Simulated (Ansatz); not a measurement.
TiO2:

```xyz
12
Lattice="6.1536 -1.8835 0.0000 6.1536 1.8835 0.0000 -1.9283 0.0000 6.3290" Properties=species:S:1:pos:R:3 pbc="T T T"
Ti   10.5189    0.0000    1.8329
Ti    1.8562    0.0000    1.7959
Ti   -0.1400    0.0000    4.4961
Ti    8.5226    0.0000    4.5330
O     3.8886    0.0000    1.8569
O     1.9846    0.0000    4.1297
O     8.7534    0.0000    6.2992
O     8.3943    0.0000    2.1993
O    10.3741    0.0000    3.9874
O     1.6255    0.0000    0.0298
O     6.4903    0.0000    4.4721
O     0.0047    0.0000    2.3416
```

The cell comes from a database or a generator and needn't be the stable form of this composition.

| Item | Value |
| --- | --- |
| Program | Ansatz 0.2.0 |
| Task | relaxation of cell and atoms |
| Functional | SVWN5 |
| Potentials or basis | Ansatz PAW |
| Cutoff | 420 eV (not typed: the program's choice for these potentials) |
| k mesh | 8 × 8 × 4 |
| Occupations | fermi-dirac, width 0.05 eV |
| Spin | no spin polarisation |

At the start: volume 12.23 Å³/atom.

Task: Where does the relaxation end?

Result: It ends after 9 steps and the volume is 11.50 Å³/atom (-5.9 %); space group C2/m (No. 12, to 0.05 Å).

Step by step:
```
step  energy change (eV)  largest force (eV/Å)  volume (Å³)
   1              0.0000                0.2350       146.71
   2             -0.3478                0.0746       140.22
   3             -0.3798                0.0452       138.10
   4             -0.3791                0.0323       138.28
   5             -0.3790                0.0329       138.30
   6             -0.3791                0.0039       138.31
   7             -0.3435                0.0038       138.31
   8             -0.3458                0.0035       138.00
   9             -0.3440                0.0035       138.00
```

Final structure:
```cif
data_structure
_symmetry_space_group_name_H-M 'P 1'
_symmetry_Int_Tables_number 1
_cell_length_a 6.3073
_cell_length_b 6.3073
_cell_length_c 6.4700
_cell_angle_alpha 106.184
_cell_angle_beta 106.184
_cell_angle_gamma 34.090
_cell_volume 138.00
loop_
_atom_site_label
_atom_site_type_symbol
_atom_site_fract_x
_atom_site_fract_y
_atom_site_fract_z
_atom_site_occupancy
Ti1 Ti 0.89906 0.89906 0.29181 1
Ti2 Ti 0.19531 0.19531 0.28488 1
Ti3 Ti 0.10094 0.10094 0.70819 1
Ti4 Ti 0.80469 0.80469 0.71512 1
O1 O 0.36183 0.36183 0.29521 1
O2 O 0.26350 0.26350 0.65024 1
O3 O 0.86604 0.86604 0.99651 1
O4 O 0.73650 0.73650 0.34976 1
O5 O 0.94155 0.94155 0.62974 1
O6 O 0.13396 0.13396 0.00349 1
O7 O 0.63817 0.63817 0.70479 1
O8 O 0.05845 0.05845 0.37026 1
```

Caveat: the plane-wave basis is chosen anew once the cell has moved, so the energies of steps on either side of that aren't comparable; the pressure holds a Pulay correction of +0.9 GPa for the finite cutoff; the PAW data sets come from PBE, with cores solved anew for the run's functional, which leaves a small shift of forces and pressure.
